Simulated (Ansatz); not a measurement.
# HfB: the cost of one run

Method: DFT PBE, scalar-relativistic, plane waves, PAW, in Ansatz 0.2.0.

4 further runs of the same task are left out: 4 set aside as unsound or not needed.

### Step 1. The structure to begin with

It takes space group Fm-3m (No. 225, cubic). The conventional cell has a = 4.836 Å, b = 4.836 Å, c = 4.836 Å, α = 90.00°, β = 90.00°, γ = 90.00°. Hf (site symmetry m-3m) is surrounded by 6 B at 2.42 Å. B (site symmetry m-3m) has 6 Hf at 2.42 Å as nearest neighbours.

Structure file:

```cif
data_structure
_symmetry_space_group_name_H-M 'Fm-3m'
_symmetry_Int_Tables_number 225
_cell_length_a 4.8362
_cell_length_b 4.8362
_cell_length_c 4.8362
_cell_angle_alpha 90.000
_cell_angle_beta 90.000
_cell_angle_gamma 90.000
_cell_volume 113.11
loop_
_atom_site_label
_atom_site_type_symbol
_atom_site_symmetry_multiplicity
_atom_site_Wyckoff_symbol
_atom_site_fract_x
_atom_site_fract_y
_atom_site_fract_z
_atom_site_occupancy
Hf1 Hf 4 b 0.50000 0.00000 0.00000 1
B1 B 4 a 0.00000 0.00000 0.00000 1
```

This cell was relaxed beforehand with the same method: volume 14.14 Å³/atom, gap on the mesh none (metal).

### Step 2. The cell at 0.98 of its volume

File input.yaml:

```yaml
crystal:
  lattice:
    - [0.0, 2.4018656692, 2.4018656692]
    - [2.4018656692, 0.0, 2.4018656692]
    - [2.4018656692, 2.4018656692, 0.0]
  atoms:
    - { symbol: Hf, position: [0.5, 0.5, 0.5] }
    - { symbol: B, position: [0.0, 0.0, 0.0] }
basis:
  ecutwfc: 420
kpoints:
  mp_grid: { grid: [16, 16, 16] }
hamiltonian:
  xc: pbe
scf:
  occupations: { method: fermi_dirac, width: 0.15 }
output:
  forces: true
  stress: true
  eigenvalues: true
```

Started as:

```console
ansatz run input.yaml --threads 1 --pin off --max-ram 3072MiB --backend cpu --events-out ev --progress --plain --runs-dir out
```

**Question.** How long does this run take on 1 thread of Arm Neoverse V1, shared host, and how much memory does it need?

About 4.3 s, with a peak of 0.34 GiB.
